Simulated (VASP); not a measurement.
Crystal: ZrSe2.

```
Zr Se
1.0
     3.79800    0.00000    0.00000
    -1.89900    3.28916    0.00000
     0.00000    0.00000    6.19200
Zr Se
1 2
Direct
  0.00000 0.00000 0.00000
  0.33333 0.66667 0.25000
  0.66667 0.33333 0.75000
```

| Property | Result |
| --- | --- |
| Program | VASP 6.6.1 |
| Task | relaxation of cell and atoms |
| Functional | PBE |
| Dispersion | D3(BJ) |
| Potentials or basis | VASP PAW PBE potentials, release 64 (Zr_sv, Se) |
| Cutoff | 600 eV |
| k mesh | 9 × 9 × 6 |
| Occupations | gaussian, width 0.02 eV |
| Spin | no spin polarisation |

At the start: pressure -0.4 GPa; volume 25.78 Å³/atom.

Q: How do energy, volume and symmetry change on relaxing?

A: Over 15 steps the energy falls by 11.2 meV/atom and the volume is 24.37 Å³/atom (-5.5 %); space group P-3m1 (No. 164, to 0.05 Å).

The path:
| step | energy change (eV) | largest force (eV/Å) | pressure (GPa) | volume (Å³) |
| --- | --- | --- | --- | --- |
| 1 | 0.0000 | 0.3159 | -0.45 | 77.35 |
| 2 | -0.0147 | 0.2216 | -0.25 | 76.54 |
| 3 | -0.0201 | 0.1192 | -0.05 | 75.72 |
| 4 | -0.0235 | 0.0750 | -0.26 | 75.49 |
| 5 | -0.0294 | 0.0573 | -0.85 | 74.79 |
| 6 | -0.0299 | 0.1054 | -1.05 | 74.55 |
| 7 | -0.0310 | 0.0905 | -0.89 | 74.28 |
| 8 | -0.0333 | 0.0469 | -0.42 | 73.49 |
| 9 | -0.0311 | 0.0424 | 0.60 | 71.92 |
| 10 | -0.0336 | 0.0225 | -0.15 | 73.09 |
| 11 | -0.0336 | 0.0169 | -0.13 | 73.10 |
| 12 | -0.0337 | 0.0056 | -0.06 | 73.11 |
| 13 | -0.0337 | 0.0174 | 0.08 | 73.13 |
| 14 | -0.0337 | 0.0044 | 0.00 | 73.12 |
| 15 | -0.0337 | 0.0038 | -0.01 | 73.12 |

Final structure:
```xyz
3
Lattice="3.7397 0.0000 0.0000 -1.8699 3.2387 0.0000 0.0000 0.0000 6.0370" Properties=species:S:1:pos:R:3 pbc="T T T"
Zr    0.0000    0.0000    0.0000
Se    0.0000    2.1591    1.5975
Se    1.8699    1.0796    4.4394
```
